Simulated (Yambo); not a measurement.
# PbS (Galena) (Fm-3m) in Yambo: a series of runs

The runs below take PbS (Galena) through optical spectrum, with PBE.

Everything below comes from runs of Yambo 5.3.0. Logs are shortened: lines on timing, memory, paths and dates and some standing lists are left out, and cuts for length are marked.

### 1 Starting point

The structure is cubic, space group Fm-3m (No. 225). Conventional cell: a = 5.931 Å, b = 5.931 Å, c = 5.931 Å, α = 90.00°, β = 90.00°, γ = 90.00°. Around Pb (site symmetry m-3m) lie 6 S at 2.97 Å. S (site symmetry m-3m) is surrounded by 6 Pb at 2.97 Å.

### 2 Optical spectrum, PBE

optics0.in

```
optics
chi
Chimod= "IP"
% BndsRnXd
 1 | 35 |
%
% LongDrXd
 1 | 0 | 0 |
%
% QpntsRXd
 1 | 1 |
%
% EnRngeXd
 0 | 20 | eV
%
% DmRngeXd
 0.1 | 0.1 | eV
%
ETStpsXd= 200
```

scf.in

```
&CONTROL
  calculation = 'scf'
  prefix = 'pwscf'
  outdir = './tmp'
  pseudo_dir = './pseudo'
/
&SYSTEM
  ibrav = 0
  nat = 2
  ntyp = 2
  ecutwfc = 56
  nbnd = 16
  occupations = 'smearing'
  smearing = 'fd'
  degauss = 0.00367493
  force_symmorphic = .true.
/
&ELECTRONS
  conv_thr = 4d-10
  electron_maxstep = 120
  mixing_beta = 0.5
/
ATOMIC_SPECIES
Pb   207.2000 Pb.upf
S     32.0600 S.upf
CELL_PARAMETERS angstrom
   0.0000000000    2.9657500000    2.9657500000
   2.9657500000    0.0000000000    2.9657500000
   2.9657500000    2.9657500000    0.0000000000
ATOMIC_POSITIONS crystal
Pb     0.0000000000    0.0000000000    0.0000000000
S      0.5000000000    0.5000000000    0.5000000000
K_POINTS automatic
12 12 12 0 0 0
```

nscf.in

```
&CONTROL
  calculation = 'nscf'
  prefix = 'pwscf'
  outdir = './tmp'
  pseudo_dir = './pseudo'
/
&SYSTEM
  ibrav = 0
  nat = 2
  ntyp = 2
  ecutwfc = 56
  nbnd = 40
  occupations = 'fixed'
  force_symmorphic = .true.
/
&ELECTRONS
  conv_thr = 1d-08
  diago_full_acc = .true.
  diago_thr_init = 1d-06
/
ATOMIC_SPECIES
Pb   207.2000 Pb.upf
S     32.0600 S.upf
CELL_PARAMETERS angstrom
   0.0000000000    2.9657500000    2.9657500000
   2.9657500000    0.0000000000    2.9657500000
   2.9657500000    2.9657500000    0.0000000000
ATOMIC_POSITIONS crystal
Pb     0.0000000000    0.0000000000    0.0000000000
S      0.5000000000    0.5000000000    0.5000000000
K_POINTS automatic
12 12 12 0 0 0
```

Potentials or basis: PseudoDojo 0.4.1 SR PBE standard.

Run with:

```sh
> OMP_NUM_THREADS=1 pw.x -in scf.in > scf.out
> OMP_NUM_THREADS=1 pw.x -in nscf.in > nscf.out
> cd tmp/pwscf.save; p2y; mv SAVE ../..; cd ../..
> OMP_NUM_THREADS=1 yambo
> OMP_NUM_THREADS=1 yambo -F optics0.in -J optics0 -C optics0_out
```

Yambo's report:

```text
[... sections 02.01 to 02.04 as in the set-up run ...]

  [02.05] Energies & Occupations
  ==============================

  [X] === General ===
  [X] Electronic Temperature                        :  0.000000  0.000000 [eV K]
  [X] Bosonic    Temperature                        :  0.000000  0.000000 [eV K]
  [X] Finite Temperature mode                       : no
  [X] El. density                                   :  0.38335E+24 [cm-3]
  [X] Fermi Level                                   :  8.707507 [eV]

  [X] === Gaps and Widths ===
  [X] Conduction Band Min                           :  0.369047 [eV]
  [X] Valence Band Max                              :  0.000000 [eV]
  [X] Filled Bands                                  :  10
  [X] Empty Bands                                   :   11   40
  [X] Direct Gap                                    :  0.369047 [eV]
  [X] Direct Gap localized at k                     :   7
  [X] Indirect Gap                                  :  0.369047 [eV]
  [X] Indirect Gap between kpts                     :   7   7
  [X] Last valence band width                       :  3.435674 [eV]
  [X] 1st conduction band width                     :  4.841148 [eV]

 [03] Transferred momenta grid and indexing
 ==========================================

 IBZ Q-points                                      :   72
 BZ  Q-points                                      :  1728

 K/Q-points units:
 rlu = crystal or reduced units; cc = cartesian coordinates; iku = interal k-units

 Q [ 1]         [rlu]:  0.000000  0.000000  0.000000
 Q [ 2]         [rlu]: -0.18756E-17 -0.18756E-17  0.83333E-01
 Q [ 3]         [rlu]: -0.37512E-17 -0.37512E-17  0.16667
 Q [ 4]         [rlu]:  0.43103E-17  0.43103E-17  0.25000
 Q [ 5]         [rlu]: -0.75025E-17 -0.75025E-17  0.33333
 Q [ 6]         [rlu]:  0.11439E-16  0.11439E-16  0.41667
 Q [ 7]         [rlu]: -0.86205E-17 -0.86205E-17 -0.50000
 Q [ 8]         [rlu]: -0.34274E-17  0.83333E-01  0.83333E-01
 Q [ 9]         [rlu]:  0.43137E-17  0.83333E-01  0.16667
 Q [10]         [rlu]:  0.10127E-16  0.83333E-01  0.25000
 Q [11]         [rlu]:  0.43103E-17  0.83333E-01  0.33333
 Q [12]         [rlu]: -0.15060E-17  0.83333E-01  0.41667
 Q [13]         [rlu]: -0.22314E-16  0.83333E-01  0.50000
 Q [14]         [rlu]:  0.33724E-17  0.83333E-01 -0.41667
 Q [15]         [rlu]:  0.43240E-17  0.83333E-01 -0.33333
[... 33 lines left out ...]
 Q [49]         [rlu]:  0.083333  0.250000  0.333333
 Q [50]         [rlu]:  0.083333  0.250000  0.416667

 Remaining 22 points informations can be written running with -fatlog

 [WARNING] [Xd] User bands 1-35 break level degeneracy

 [04] Dipoles
 ============

  [04.01] Setup: observables and procedures
  =========================================

  [WF-Oscillators/G space/Transverse up loader] Normalization (few states)  min/max  :  0.96974E-18   1.0000

  [WR./optics0//ndb.dipoles]------------------------------------------------------
   Brillouin Zone Q/K grids (IBZ/BZ)                :    72  1728    72  1728
   RL vectors                                       :   3287 [WF]
   Fragmentation                                    : yes
   Electronic Temperature                           :  0.000000 [K]
   Bosonic    Temperature                           :  0.000000 [K]
   DIP band range                                   :    1   35
   DIP band range limits                            :  10  11
   DIP e/h energy range                             : -1.000000 -1.000000 [eV]
   RL vectors in the sum                            :   3287
   [r,Vnl] included                                 : yes
   Bands ordered                                    : yes
   Direct v evaluation                              : no
   Approach used                                    : G-space v
   Dipoles computed                                 : R V P [G-space]
   Wavefunctions                                    : Perdew, Burke & Ernzerhof(X)+Perdew, Burke & Ernzerhof(C)

  [WARNING] [r,Vnl^pseudo] included in position and velocity dipoles.

  [WARNING] In case H contains other non local terms, these are neglected

 [05] Optics
 ===========

 [X-CG] R(p) Tot o/o(of R):    14513   432000      100
```

Run time: 92 s. Hardware: 1 thread of Arm Neoverse V2, shared host; peak memory 0.28 GiB.

Results:

```
Band gap on the k mesh, mean-field level       : 0.37 eV, direct
Absorption peak                                : 2.61 eV
Electronic dielectric constant along the field : 18.96
```

Dielectric function (along the field direction of the input):
```csv
energy (eV),real part,imaginary part
0.30,19.61,3.34
0.90,19.80,1.79
1.61,21.70,5.59
2.31,26.49,15.92
3.02,8.79,27.24
3.62,-6.45,24.90
4.32,-5.22,7.95
5.03,-3.43,6.22
5.73,-3.21,3.48
6.33,-1.77,2.49
7.04,-1.10,3.27
7.74,-0.59,2.29
8.44,0.01,4.08
9.05,-0.66,3.18
9.75,-0.98,2.67
10.45,-1.20,2.10
11.16,-0.92,1.99
11.76,-0.88,1.53
12.46,-0.83,1.23
13.17,-0.88,0.81
13.87,-0.33,0.67
14.47,-0.24,0.55
15.18,0.01,0.39
15.88,0.12,0.40
16.58,0.36,0.32
17.19,0.56,0.28
17.89,0.86,0.47
18.59,0.77,0.79
19.30,0.55,0.87
20.00,0.54,0.84
```

Caveat: independent-particle spectra lack excitons; spin-orbit coupling is left out, which as a rule narrows the gap of such compounds by several tenths of an eV.

### 3 Optical spectrum, PBE

optics1.in

```
optics
chi
Chimod= "HARTREE"
% BndsRnXd
 1 | 35 |
%
NGsBlkXd= 3 Ry
% LongDrXd
 1 | 0 | 0 |
%
% QpntsRXd
 1 | 1 |
%
% EnRngeXd
 0 | 20 | eV
%
% DmRngeXd
 0.1 | 0.1 | eV
%
ETStpsXd= 200
```

scf.in is that of step 2.

nscf.in is that of step 2.

Potentials or basis: PseudoDojo 0.4.1 SR PBE standard.

Run with:

```sh
> OMP_NUM_THREADS=1 pw.x -in scf.in > scf.out
> OMP_NUM_THREADS=1 pw.x -in nscf.in > nscf.out
> cd tmp/pwscf.save; p2y; mv SAVE ../..; cd ../..
> OMP_NUM_THREADS=1 yambo
> OMP_NUM_THREADS=1 yambo -F optics1.in -J optics1 -C optics1_out
```

Yambo's report:

```text
[... sections 02.01 to 02.04 as in the set-up run ...]

  [02.05] Energies & Occupations
  ==============================

  [X] === General ===
  [X] Electronic Temperature                        :  0.000000  0.000000 [eV K]
  [X] Bosonic    Temperature                        :  0.000000  0.000000 [eV K]
  [X] Finite Temperature mode                       : no
  [X] El. density                                   :  0.38335E+24 [cm-3]
  [X] Fermi Level                                   :  8.707507 [eV]

  [X] === Gaps and Widths ===
  [X] Conduction Band Min                           :  0.369047 [eV]
  [X] Valence Band Max                              :  0.000000 [eV]
  [X] Filled Bands                                  :  10
  [X] Empty Bands                                   :   11   40
  [X] Direct Gap                                    :  0.369047 [eV]
  [X] Direct Gap localized at k                     :   7
  [X] Indirect Gap                                  :  0.369047 [eV]
  [X] Indirect Gap between kpts                     :   7   7
  [X] Last valence band width                       :  3.435674 [eV]
  [X] 1st conduction band width                     :  4.841148 [eV]

 [03] Transferred momenta grid and indexing
 ==========================================

 IBZ Q-points                                      :   72
 BZ  Q-points                                      :  1728

 K/Q-points units:
 rlu = crystal or reduced units; cc = cartesian coordinates; iku = interal k-units

 Q [ 1]         [rlu]:  0.000000  0.000000  0.000000
 Q [ 2]         [rlu]: -0.18756E-17 -0.18756E-17  0.83333E-01
 Q [ 3]         [rlu]: -0.37512E-17 -0.37512E-17  0.16667
 Q [ 4]         [rlu]:  0.43103E-17  0.43103E-17  0.25000
 Q [ 5]         [rlu]: -0.75025E-17 -0.75025E-17  0.33333
 Q [ 6]         [rlu]:  0.11439E-16  0.11439E-16  0.41667
 Q [ 7]         [rlu]: -0.86205E-17 -0.86205E-17 -0.50000
 Q [ 8]         [rlu]: -0.34274E-17  0.83333E-01  0.83333E-01
 Q [ 9]         [rlu]:  0.43137E-17  0.83333E-01  0.16667
 Q [10]         [rlu]:  0.10127E-16  0.83333E-01  0.25000
 Q [11]         [rlu]:  0.43103E-17  0.83333E-01  0.33333
 Q [12]         [rlu]: -0.15060E-17  0.83333E-01  0.41667
 Q [13]         [rlu]: -0.22314E-16  0.83333E-01  0.50000
 Q [14]         [rlu]:  0.33724E-17  0.83333E-01 -0.41667
 Q [15]         [rlu]:  0.43240E-17  0.83333E-01 -0.33333
[... 33 lines left out ...]
 Q [49]         [rlu]:  0.083333  0.250000  0.333333
 Q [50]         [rlu]:  0.083333  0.250000  0.416667

 Remaining 22 points informations can be written running with -fatlog

 [WARNING] [Xd] User bands 1-35 break level degeneracy

 [04] Dipoles
 ============

  [04.01] Setup: observables and procedures
  =========================================

  [WF-Oscillators/G space/Transverse up loader] Normalization (few states)  min/max  :  0.96974E-18   1.0000

  [WR./optics1//ndb.dipoles]------------------------------------------------------
   Brillouin Zone Q/K grids (IBZ/BZ)                :    72  1728    72  1728
   RL vectors                                       :   3287 [WF]
   Fragmentation                                    : yes
   Electronic Temperature                           :  0.000000 [K]
   Bosonic    Temperature                           :  0.000000 [K]
   DIP band range                                   :    1   35
   DIP band range limits                            :  10  11
   DIP e/h energy range                             : -1.000000 -1.000000 [eV]
   RL vectors in the sum                            :   3287
   [r,Vnl] included                                 : yes
   Bands ordered                                    : yes
   Direct v evaluation                              : no
   Approach used                                    : G-space v
   Dipoles computed                                 : R V P [G-space]
   Wavefunctions                                    : Perdew, Burke & Ernzerhof(X)+Perdew, Burke & Ernzerhof(C)

  [WARNING] [r,Vnl^pseudo] included in position and velocity dipoles.

  [WARNING] In case H contains other non local terms, these are neglected

 [05] Optics
 ===========

 [X-CG] R(p) Tot o/o(of R):    14513   432000      100
```

It took 1.7 min on 1 thread of Arm Neoverse V2, shared host; peak memory 0.63 GiB.

What came out:

* Band gap on the k mesh, mean-field level: 0.37 eV, direct
* Absorption peak: 2.61 eV
* Electronic dielectric constant along the field: 17.30
* Electronic dielectric constant along the field, independent particles: 18.96

Dielectric function (along the field direction of the input):
```csv
energy (eV),real part,imaginary part
0.30,17.93,3.21
0.90,17.93,1.65
1.61,19.41,5.13
2.31,23.29,13.79
3.02,8.41,23.71
3.62,-4.24,23.22
4.32,-5.26,7.25
5.03,-3.37,5.52
5.73,-3.33,3.23
6.33,-2.19,2.27
7.04,-1.39,2.75
7.74,-1.06,1.76
8.44,0.02,2.53
9.05,-0.45,2.18
9.75,-0.49,1.77
10.45,-0.53,1.57
11.16,-0.22,1.37
11.76,-0.26,1.19
12.46,-0.19,1.08
13.17,-0.55,1.15
13.87,-0.11,0.60
14.47,0.02,0.53
15.18,0.14,0.38
15.88,0.33,0.41
16.58,0.45,0.28
17.19,0.61,0.28
17.89,0.76,0.39
18.59,0.81,0.54
19.30,0.74,0.73
20.00,0.57,0.66
```

Caveat: these spectra lack excitons; spin-orbit coupling is left out, which as a rule narrows the gap of such compounds by several tenths of an eV. A k mesh can miss the band edges.
